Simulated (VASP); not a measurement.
# AlAs (F-43m) in VASP: notebook

One crystal, AlAs, is run at these levels: PBE; tasks: relaxation of cell and atoms.

All numbers are computed with VASP 6.6.1; they aren't measurements. Logs are shortened: lines on timing, memory, paths and dates and some standing lists are left out, and cuts for length are marked.

### Step 1. The structure

The structure is cubic, space group F-43m (No. 216). Conventional cell: a = 5.661 Å, b = 5.661 Å, c = 5.661 Å, α = 90.00°, β = 90.00°, γ = 90.00°. Al (site symmetry -43m) has 4 As at 2.45 Å as nearest neighbours. Around As (site symmetry -43m) lie 4 Al at 2.45 Å.

### Step 2. Relaxation of cell and atoms, PBE

Input file INCAR:

```
PREC = Accurate
ENCUT = 250
EDIFF = 1E-7
ISMEAR = 0
SIGMA = 0.02
LREAL = F
LASPH = T
NELM = 60
ALGO = Normal
ISIF = 3
LWAVE = F
LCHARG = F
GGA = PE
IBRION = 2
NSW = 80
EDIFFG = -0.002
```

Input file KPOINTS:

```
regular mesh
0
Gamma
  10 10 10
```

Input file POSCAR:

```
AlAs
1.0
    0.0000000000      2.8304000000      2.8304000000
    2.8304000000      0.0000000000      2.8304000000
    2.8304000000      2.8304000000      0.0000000000
Al As
1 1
Direct
    0.0000000000      0.0000000000      0.0000000000
    0.2500000000      0.2500000000      0.2500000000
```

Potentials or basis: VASP PAW PBE potentials, release 64 (Al, As).

Command:

```
> cat potpaw_PBE.64/Al/POTCAR potpaw_PBE.64/As/POTCAR > POTCAR
> mpirun -np 1 vasp_std > vasp.out
```

OUTCAR:

```text
PREC = Accurate
   ENCUT = 250
   EDIFF = 1E-7
   ISMEAR = 0
   LREAL = F
   LASPH = T
   NELM = 60
   ISIF = 3
   GGA = PE
   IBRION = 2
   NSW = 80
   EDIFFG = -0.002

 ion  position               nearest neighbor table
   1  0.000  0.000  0.000-   2 2.45   2 2.45   2 2.45   2 2.45
   2  0.250  0.250  0.250-   1 2.45   1 2.45   1 2.45   1 2.45

  LATTYP: Found a face centered cubic cell.
 ALAT       =     5.6608000000

  Lattice vectors:

 A1 = (   0.0000000000,   2.8304000000,   2.8304000000)
 A2 = (   2.8304000000,   0.0000000000,   2.8304000000)
 A3 = (   2.8304000000,   2.8304000000,   0.0000000000)

Analysis of symmetry for initial positions (statically):
=====================================================================
 Subroutine PRICEL returns:
 Original cell was already a primitive cell.

 Routine SETGRP: Setting up the symmetry group for a
 face centered cubic supercell.

 Subroutine GETGRP returns: Found 24 space group operations
 (whereof 24 operations were pure point group operations)
 out of a pool of 48 trial point group operations.

The static configuration has the point symmetry T_d .

Analysis of symmetry for dynamics (positions and initial velocities):
=====================================================================
 Subroutine PRICEL returns:
 Original cell was already a primitive cell.

 Routine SETGRP: Setting up the symmetry group for a
 face centered cubic supercell.

 Subroutine GETGRP returns: Found 24 space group operations
 (whereof 24 operations were pure point group operations)
 out of a pool of 48 trial point group operations.

The dynamic configuration has the point symmetry T_d .

 Subroutine INISYM returns: Found 24 space group operations
 (whereof 24 operations are pure point group operations),
 and found     1 'primitive' translations

----------------------------------------------------------------------------------------

                                     Primitive cell

  volume of cell :      45.3496

  direct lattice vectors                    reciprocal lattice vectors
     0.000000000  2.830400000  2.830400000    -0.176653477  0.176653477  0.176653477
     2.830400000  0.000000000  2.830400000     0.176653477 -0.176653477  0.176653477
     2.830400000  2.830400000  0.000000000     0.176653477  0.176653477 -0.176653477

  length of vectors
     4.002790067  4.002790067  4.002790067     0.305972797  0.305972797  0.305972797

  position of ions in fractional coordinates (direct lattice)
     0.000000000  0.000000000  0.000000000
     0.250000000  0.250000000  0.250000000

  ion indices of the primitive-cell ions
   primitive index   ion index
                 1           1
                 2           2

----------------------------------------------------------------------------------------

 KPOINTS: regular mesh

Automatic generation of k-mesh.
 Grid dimensions read from file:
 generate k-points for:   10   10   10

 Generating k-lattice:

  Cartesian coordinates                     Fractional coordinates (reciprocal lattice)
    -0.017665348  0.017665348  0.017665348     0.100000000  0.000000000  0.000000000
     0.017665348 -0.017665348  0.017665348     0.000000000  0.100000000  0.000000000
     0.017665348  0.017665348 -0.017665348     0.000000000  0.000000000  0.100000000

  Length of vectors
     0.030597280  0.030597280  0.030597280

  Shift w.r.t. Gamma in fractional coordinates (k-lattice)
     0.000000000  0.000000000  0.000000000

 Subroutine IBZKPT returns following result:
 ===========================================

 Found     47 irreducible k-points:

 Following reciprocal coordinates:
            Coordinates               Weight
  0.000000  0.000000  0.000000      1.000000
  0.100000  0.000000  0.000000      8.000000
  0.200000  0.000000  0.000000      8.000000
  0.300000  0.000000  0.000000      8.000000
  0.400000  0.000000  0.000000      8.000000
  0.500000  0.000000  0.000000      4.000000
[... 16 lines left out ...]
  0.300000  0.300000  0.000000      6.000000
  0.400000  0.300000  0.000000     24.000000
 [... further k-points ...]
   k-points           NKPTS =     47   k-points in BZ     NKDIM =     47   number of bands    NBANDS=      8
   number of dos      NEDOS =    301   number of ions     NIONS =      2
   total plane-waves  NPLWV =  13824
   dimension x,y,z NGX =    24 NGY =   24 NGZ =   24
   dimension x,y,z NGXF=    48 NGYF=   48 NGZF=   48
   ions per type =               1   1
   NGX,Y,Z   is equivalent  to a cutoff of   9.97,  9.97,  9.97 a.u.
   NGXF,Y,Z  is equivalent  to a cutoff of  19.94, 19.94, 19.94 a.u.
 SYSTEM =  unknown system
   PREC   = accura    normal or accurate (medium, high low for compatibility)
   ISTART =      0    job   : 0-new  1-cont  2-samecut
   ICHARG =      2    charge: 1-file 2-atom 10-const
   ISPIN  =      1    spin polarized calculation?
   LNONCOLLINEAR =      F non collinear calculations
   LSORBIT =      F    spin-orbit coupling
   LASPH  =      T    aspherical Exc in radial PAW
   ENCUT  =  250.0 eV  18.37 Ry    4.29 a.u.   5.16  5.16  5.16*2*pi/ulx,y,z
   NELM   =     60;   NELMIN=  2; NELMDL= -5     # of ELM steps
   EDIFF  = 0.1E-06   stopping-criterion for ELM
   LREAL  =      F    real-space projection
   EDIFFG = -.2E-02   stopping-criterion for IOM
   NSW    =     80    number of steps for IOM
   IBRION =      2    ionic relax: 0-MD 1-quasi-New 2-CG
   NFREE  =      1    steps in history (QN), initial steepest desc. (CG)
   ISIF   =      3    stress and relaxation
   ISYM   =      2    0-nonsym 1-usesym 2-fastsym
   POTIM  = 0.5000    time-step for ionic-motion
   TEBEG  =    0.0;   TEEND  =   0.0 temperature during run
   PSTRESS=    0.0 pullay stress
   NELECT =       8.0000    total number of electrons
   NUPDOWN=      -1.0000    fix difference up-down
   EMIN   =  10.00;   EMAX   =-10.00  energy-range for DOS
   EFERMI =   0.00;   METHOD = LEGACY
   ISMEAR =     0;   SIGMA  =   0.02  broadening in eV -4-tet -1-fermi 0-gaus
   EFERMI_NEDOS =   21; number of points for ismear=-14 and -15
   IALGO  =     38    algorithm
   IMIX   =      4    mixing-type and parameters
     AMIX     =   0.40;   BMIX     =  1.00
     AMIX_MAG =   1.60;   BMIX_MAG =  1.00
  volume/ion in A,a.u.               =      22.67       153.02
  Fermi-wavevector in a.u.,A,eV,Ry     =   0.918150  1.735052 11.469706  0.843000
  Thomas-Fermi vector in A             =   2.043199
   LORBIT       =      0    0 simple, 1 ext, 2 COOP (PROOUT), +10 PAW based schemes
   GGA     = PE    functional components
   LHFCALC =     F    Hartree Fock is set to
   AEXX    =    0.0000 exact exchange contribution
   IVDW    =     0    specifies the selected vdW correction
   LEPSILON=     F    determine dielectric tensor
   LRPA    =     F    only Hartree local field effects (RPA)
 conjugate gradient relaxation of ions
 non-spin polarized calculation
 Gauss-broadening in eV      SIGMA  =   0.02
  energy-cutoff  :      250.00
  volume of cell :       45.35
 maximum number of plane-waves:       416
 NGX is ok and might be reduce to    24
   NGX = 11   NGY = 11   NGZ = 11

--------------------------------------- Ionic step        1  -------------------------------------------

 number of electron       8.0000001 magnetization

 Free energy of the ion-electron system (eV)
  ---------------------------------------------------
  ext. energy  EPLUGINS =         0.00000000
  ---------------------------------------------------
  free energy    TOTEN  =        -9.36629769 eV

  energy without entropy =       -9.36629769  energy(sigma->0) =       -9.36629769

 E-fermi :   4.0323     XC(G=0):  -9.0422

 val. band max:        3.8937931095   @ k =   0.0000   0.0000   0.0000
 cond. band min:       5.3276218554   @ k =   0.5000   0.5000   0.0000
 fundamental gap:      1.4338287459
 Fermi energy:         4.0323269834

 k-point     1 :       0.0000    0.0000    0.0000
  band No.  band energies     occupation
      1      -7.9755      2.00000
      2       3.8938      2.00000
      3       3.8938      2.00000
      4       3.8938      2.00000
      5       5.9514      0.00000
      6       8.1782      0.00000
      7       8.1782      0.00000
      8       8.1782      0.00000

 k-point     2 :       0.1000    0.0000    0.0000
  band No.  band energies     occupation
      1      -7.8770      2.00000
      2       2.8606      2.00000
      3       3.7860      2.00000
      4       3.7860      2.00000
      5       6.5862      0.00000
      6       8.3706      0.00000
      7       8.3706      0.00000
      8       8.3870      0.00000
[... 300 lines left out ...]
 POSITION                                       TOTAL-FORCE (eV/Angst)
 -----------------------------------------------------------------------------------
      2.88296      5.76593      2.88296         0.000000     -0.000000     -0.000000
      1.44148      1.44148      1.44148        -0.000000      0.000000      0.000000
 -----------------------------------------------------------------------------------
    total drift:                               -0.000001     -0.000001     -0.000001

  FREE ENERGIE OF THE ION-ELECTRON SYSTEM (eV)
  ---------------------------------------------------
  free  energy   TOTEN  =        -9.3770770910 eV

  energy  without entropy=       -9.3770770910  energy(sigma->0) =       -9.37707709

--------------------------------------- Ionic step        3  -------------------------------------------

 number of electron       7.9999999 magnetization

 Free energy of the ion-electron system (eV)
  ---------------------------------------------------
  ext. energy  EPLUGINS =         0.00000000
  ---------------------------------------------------
  free energy    TOTEN  =        -9.38032590 eV

  energy without entropy =       -9.38032590  energy(sigma->0) =       -9.38032590

 E-fermi :   3.6659     XC(G=0):  -8.8988

 val. band max:        3.5849879317   @ k =   0.0000   0.0000   0.0000
 cond. band min:       5.0811952682   @ k =   0.5000   0.5000   0.0000
 fundamental gap:      1.4962073365
 Fermi energy:         3.6659291821

 k-point     1 :       0.0000    0.0000    0.0000
  band No.  band energies     occupation
      1      -8.0816      2.00000
      2       3.5850      2.00000
      3       3.5850      2.00000
      4       3.5850      2.00000
      5       5.3513      0.00000
      6       7.8063      0.00000
      7       7.8063      0.00000
      8       7.8063      0.00000

 k-point     2 :       0.1000    0.0000    0.0000
  band No.  band energies     occupation
      1      -7.9877      2.00000
      2       2.5445      2.00000
      3       3.4812      2.00000
      4       3.4812      2.00000
      5       6.0277      0.00000
      6       7.9856      0.00000
      7       7.9918      0.00000
      8       7.9918      0.00000
[... 264 lines left out ...]
 POSITION                                       TOTAL-FORCE (eV/Angst)
 -----------------------------------------------------------------------------------
      0.00000      0.00000      0.00000        -0.000000      0.000000     -0.000000
      1.43275      1.43275      1.43275         0.000000     -0.000000      0.000000
 -----------------------------------------------------------------------------------
    total drift:                               -0.000001     -0.000001     -0.000001

  FREE ENERGIE OF THE ION-ELECTRON SYSTEM (eV)
  ---------------------------------------------------
  free  energy   TOTEN  =        -9.3803258993 eV

  energy  without entropy=       -9.3803258993  energy(sigma->0) =       -9.38032590

 reached required accuracy - stopping structural energy minimisation
```

Wall time 8.9 s (1 thread of Intel Xeon 6975P-C (Granite Rapids), shared host); peak memory 0.13 GiB.

The run converged, but some of its settings lie outside the range that counts as converged, so its numbers aren't taken as properties of the crystal.

What came out:

```yaml
Free_energy: -9.3803 eV
Relaxed_volume: 23.53 Å³/atom
Relaxed_cell: a = 4.052 Å, b = 4.052 Å, c = 4.052 Å, α = 60.00°, β = 60.00°, γ = 60.00°
Space_group_after_relaxing_to_0.05_Å: F-43m (No. 216)
Energy_gained_by_relaxing: 7.0 meV/atom
Ionic_steps: 3
Band_gap_on_the_k_mesh: 1.50 eV, indirect (least direct gap 1.77 eV)
```

Caveat: the cutoff is under 1.25 times the usual one of these potentials, so pressure, stress and relaxed cells hold a basis-set (Pulay) error.

### Step 3. Relaxation of cell and atoms, PBE

This run uses another cell than the first one, of 23.53 Å³/atom, 1.038 times its volume.

INCAR is that of step 2.

KPOINTS is that of step 2.

Input file POSCAR:

```
AlAs                                    
1.0
   -0.0000000000      2.8655067643      2.8655067643
    2.8655067643      0.0000000000      2.8655067643
    2.8655067643      2.8655067643     -0.0000000000
  Al              As            
     1     1
Direct
     0.0000000000000000    0.0000000000000000    0.0000000000000000
     0.2500000000000000    0.2500000000000000    0.2500000000000000
```

Potentials or basis: VASP PAW PBE potentials, release 64 (Al, As).

Command:

```
> cat potpaw_PBE.64/Al/POTCAR potpaw_PBE.64/As/POTCAR > POTCAR
> mpirun -np 1 vasp_std > vasp.out
```

OUTCAR:

```text
PREC = Accurate
   ENCUT = 250
   EDIFF = 1E-7
   ISMEAR = 0
   LREAL = F
   LASPH = T
   NELM = 60
   ISIF = 3
   GGA = PE
   IBRION = 2
   NSW = 80
   EDIFFG = -0.002

 ion  position               nearest neighbor table
   1  0.000  0.000  0.000-   2 2.48   2 2.48   2 2.48   2 2.48
   2  0.250  0.250  0.250-   1 2.48   1 2.48   1 2.48   1 2.48

  LATTYP: Found a face centered cubic cell.
 ALAT       =     5.7310135286

  Lattice vectors:

 A1 = (   0.0000000000,   2.8655067643,   2.8655067643)
 A2 = (   2.8655067643,   0.0000000000,   2.8655067643)
 A3 = (   2.8655067643,   2.8655067643,   0.0000000000)

Analysis of symmetry for initial positions (statically):
=====================================================================
 Subroutine PRICEL returns:
 Original cell was already a primitive cell.

 Routine SETGRP: Setting up the symmetry group for a
 face centered cubic supercell.

 Subroutine GETGRP returns: Found 24 space group operations
 (whereof 24 operations were pure point group operations)
 out of a pool of 48 trial point group operations.

The static configuration has the point symmetry T_d .

Analysis of symmetry for dynamics (positions and initial velocities):
=====================================================================
 Subroutine PRICEL returns:
 Original cell was already a primitive cell.

 Routine SETGRP: Setting up the symmetry group for a
 face centered cubic supercell.

 Subroutine GETGRP returns: Found 24 space group operations
 (whereof 24 operations were pure point group operations)
 out of a pool of 48 trial point group operations.

The dynamic configuration has the point symmetry T_d .

 Subroutine INISYM returns: Found 24 space group operations
 (whereof 24 operations are pure point group operations),
 and found     1 'primitive' translations
[... 168 lines left out ...]
 -----------------------------------------------------------------------------------
      0.00000      0.00000      0.00000        -0.000000      0.000000     -0.000000
      1.43275      1.43275      1.43275         0.000000     -0.000000      0.000000
 -----------------------------------------------------------------------------------
    total drift:                               -0.000001     -0.000001     -0.000001

  FREE ENERGIE OF THE ION-ELECTRON SYSTEM (eV)
  ---------------------------------------------------
  free  energy   TOTEN  =        -9.3819312205 eV

  energy  without entropy=       -9.3819312205  energy(sigma->0) =       -9.38193122

--------------------------------------- Ionic step        2  -------------------------------------------

 number of electron       7.9999999 magnetization

 Free energy of the ion-electron system (eV)
  ---------------------------------------------------
  ext. energy  EPLUGINS =         0.00000000
  ---------------------------------------------------
  free energy    TOTEN  =        -9.38193136 eV

  energy without entropy =       -9.38193136  energy(sigma->0) =       -9.38193136

 E-fermi :   3.6615     XC(G=0):  -8.8977

 val. band max:        3.5823936961   @ k =   0.0000   0.0000   0.0000
 cond. band min:       5.0782564225   @ k =   0.5000   0.5000   0.0000
 fundamental gap:      1.4958627264
 Fermi energy:         3.6615248539

 k-point     1 :       0.0000    0.0000    0.0000
  band No.  band energies     occupation
      1      -8.0825      2.00000
      2       3.5824      2.00000
      3       3.5824      2.00000
      4       3.5824      2.00000
      5       5.3462      0.00000
      6       7.8031      0.00000
      7       7.8031      0.00000
      8       7.8031      0.00000
[... 243 lines left out ...]
 k-point    24 :       0.4000    0.3000    0.0000
  band No.  band energies     occupation
      1      -6.7388      2.00000
      2      -0.8846      2.00000
      3       1.5391      2.00000
      4       1.8403      2.00000
      5       5.7764      0.00000
      6       6.8119      0.00000
      7      10.9421      0.00000
      8      11.4112      0.00000

 [... further k-points ...]
[... 5 lines left out ...]
  --------------------------------------------------------------------------------------
  -------------------------------------------------------------------------------------
  Total       -0.0014374     -0.0014374     -0.0014374     -0.0000000     -0.0000000     -0.0000000
  in kB       -0.0489224     -0.0489224     -0.0489224     -0.0000000     -0.0000000     -0.0000000
  external PRESSURE =      -0.0489224 kB  Pullay stress =       0.0000000 kB

 VOLUME and BASIS-vectors are now :
 -----------------------------------------------------------------------------
  energy-cutoff  :      250.00
  volume of cell :       47.07
      direct lattice vectors                 reciprocal lattice vectors
    -0.000000000  2.865807781  2.865807781    -0.174470878  0.174470878  0.174470878
     2.865807781 -0.000000000  2.865807781     0.174470878 -0.174470878  0.174470878
     2.865807781  2.865807781 -0.000000000     0.174470878  0.174470878 -0.174470878

 POSITION                                       TOTAL-FORCE (eV/Angst)
 -----------------------------------------------------------------------------------
      2.86581     -0.00000      2.86581         0.000000      0.000000      0.000000
      1.43290      1.43290      1.43290        -0.000000     -0.000000     -0.000000
 -----------------------------------------------------------------------------------
    total drift:                               -0.000001     -0.000001     -0.000001

  FREE ENERGIE OF THE ION-ELECTRON SYSTEM (eV)
  ---------------------------------------------------
  free  energy   TOTEN  =        -9.3819313615 eV

  energy  without entropy=       -9.3819313615  energy(sigma->0) =       -9.38193136

 reached required accuracy - stopping structural energy minimisation
```

Wall time 5.3 s (1 thread of Intel Xeon 6975P-C (Granite Rapids), shared host); peak memory 0.13 GiB.

These settings aren't checked as converged: the numbers below hold their error.

What came out:

```yaml
Free_energy: -9.3819 eV
Relaxed_volume: 23.54 Å³/atom
Relaxed_cell: a = 4.053 Å, b = 4.053 Å, c = 4.053 Å, α = 60.00°, β = 60.00°, γ = 60.00°
Space_group_after_relaxing_to_0.05_Å: F-43m (No. 216)
Energy_gained_by_relaxing: 0.0 meV/atom
Ionic_steps: 2
Band_gap_on_the_k_mesh: 1.50 eV, indirect (least direct gap 1.76 eV)
```

Caveat: the cutoff is under 1.25 times the usual one of these potentials, so pressure, stress and relaxed cells hold a basis-set (Pulay) error.
